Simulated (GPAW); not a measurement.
Wanted: an ASE script for a GPAW 26.7.0 run.

```
Task                : relaxation of cell and atoms
Functional          : PBEsol
Potentials or basis : PAW data sets generated in the run's folder for this functional
Cutoff              : 600 eV
Basis               : pw
k mesh              : 12 × 12 × 12
Occupations         : fermi-dirac, width 0.05 eV
Spin                : collinear spin, ferromagnetic start
Starting moments    : [2.0] μB
Target pressure     : 10 GPa
Maxiter             : 150
Optimizer           : BFGS
Fmax                : 0.02 eV/Å
Max steps           : 60
Target pressure     : 10 GPa
Convergence         : density=1e-05 forces=0.0001
```

V:

```
CELL_PARAMETERS angstrom
-1.51435 1.51435 1.51435
1.51435 -1.51435 1.51435
1.51435 1.51435 -1.51435
ATOMIC_POSITIONS crystal
V 0.00000 0.00000 0.00000
```

These files were run (other wordings do the same):

run.py

```python
from ase import Atoms
from ase.filters import FrechetCellFilter
from ase.io import write
from ase.optimize import BFGS
from ase.units import GPa
from gpaw import GPAW, PW, setup_paths

setup_paths.insert(0, '.')

atoms = Atoms(['V'],
              cell=[[-1.51435, 1.51435, 1.51435],
                    [1.51435, -1.51435, 1.51435],
                    [1.51435, 1.51435, -1.51435]],
              scaled_positions=[[0.0, 0.0, 0.0]],
              pbc=True)
atoms.set_initial_magnetic_moments([2.0])

calc = GPAW(mode=PW(600),
            xc='PBEsol',
            kpts={'size': (12, 12, 12), 'gamma': True},
            occupations={'name': 'fermi-dirac', 'width': 0.05},
            nbands=15,
            convergence={'density': 1e-05, 'forces': 0.0001},
            maxiter=150,
            txt='gpaw.txt')
atoms.calc = calc
opt = BFGS(FrechetCellFilter(atoms, scalar_pressure=10 * GPa), trajectory='relax.traj', logfile='-')
done = opt.run(fmax=0.02, steps=60)
calc.write('gs.gpw')
write('result.traj', atoms)
print('Converged:', done)
print('Cell:', atoms.cell.cellpar().round(4))
print('Volume:', round(atoms.get_volume(), 4))
print(atoms.get_scaled_positions().round(5))
```

Potentials or basis: PAW data sets generated in the run's folder for this functional, pw.

The run is started by

```sh
$ gpaw-setup -f PBEsol V
$ OMP_NUM_THREADS=1 python run.py
```

Results of the run:

```yaml
Relaxed_volume: 12.44 Å³/atom
Relaxed_cell: a = 2.528 Å, b = 2.528 Å, c = 2.528 Å, α = 109.47°, β = 109.47°, γ = 109.47°
Space_group_after_relaxing_to_0.05_Å: Im-3m (No. 229)
Energy_change_on_relaxing_the_enthalpy_is_what_falls: -11.4 meV/atom
Ionic_steps: 4
Pressure_after_relaxing: 10.0 GPa
Band_gap_on_the_k_mesh: none (metal or under the smearing width)
Net_moment: 0.00 μB per cell
```

Caveat: each step starts from the last one's moments, so a moment once lost doesn't come back; later steps reuse the first step's grids.

It took 61 s on 1 thread of Arm Neoverse V2 (shared host), peak memory 0.18 GiB.
